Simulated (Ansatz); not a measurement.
Crystal: CuAu.

```
Au Cu
1.0
     1.44306    0.83315    4.25617
    -1.44306    0.83315    4.25617
     0.00000   -1.66630    4.25617
Au Cu
1 1
Direct
  0.00000 0.00000 0.00000
  0.50000 0.50000 0.50000
```

The cell comes from a database or a generator and needn't be the stable form of this composition.

```yaml
Program: Ansatz 0.2.0
Task: relaxation of cell and atoms
Functional: PBEsol
Potentials_or_basis: Ansatz PAW
Cutoff: "420 eV (not typed: the program's choice for these potentials)"
k_mesh: 11 × 11 × 11
Occupations: fermi-dirac, width 0.05 eV
Spin: no spin polarisation
```

At the start: volume 15.35 Å³/atom.

Q: Where does the relaxation end?

A: It ends after 7 steps and the volume is 14.48 Å³/atom (-5.7 %); space group R-3m (No. 166, to 0.05 Å).

The path:
| step | energy change (eV) | largest force (eV/Å) | volume (Å³) |
| --- | --- | --- | --- |
| 1 | 0.0000 | 0.0000 | 30.70 |
| 2 | -0.0326 | 0.0000 | 27.90 |
| 3 | -0.0523 | 0.0000 | 29.09 |
| 4 | -0.0540 | 0.0000 | 28.95 |
| 5 | -0.0547 | 0.0000 | 28.89 |
| 6 | -0.0548 | 0.0000 | 28.96 |
| 7 | -0.0539 | 0.0000 | 28.96 |

Final structure:
```cif
data_structure
_symmetry_space_group_name_H-M 'P 1'
_symmetry_Int_Tables_number 1
_cell_length_a 4.5778
_cell_length_b 4.5778
_cell_length_c 4.5778
_cell_angle_alpha 35.535
_cell_angle_beta 35.535
_cell_angle_gamma 35.535
_cell_volume 28.96
loop_
_atom_site_label
_atom_site_type_symbol
_atom_site_fract_x
_atom_site_fract_y
_atom_site_fract_z
_atom_site_occupancy
Au1 Au 0.00000 0.00000 0.00000 1
Cu1 Cu 0.50000 0.50000 0.50000 1
```

Caveat: the plane-wave basis is chosen anew once the cell has moved, so the energies of steps on either side of that aren't comparable; the PAW data sets come from PBE, with cores solved anew for the run's functional, which leaves a small shift of forces and pressure.
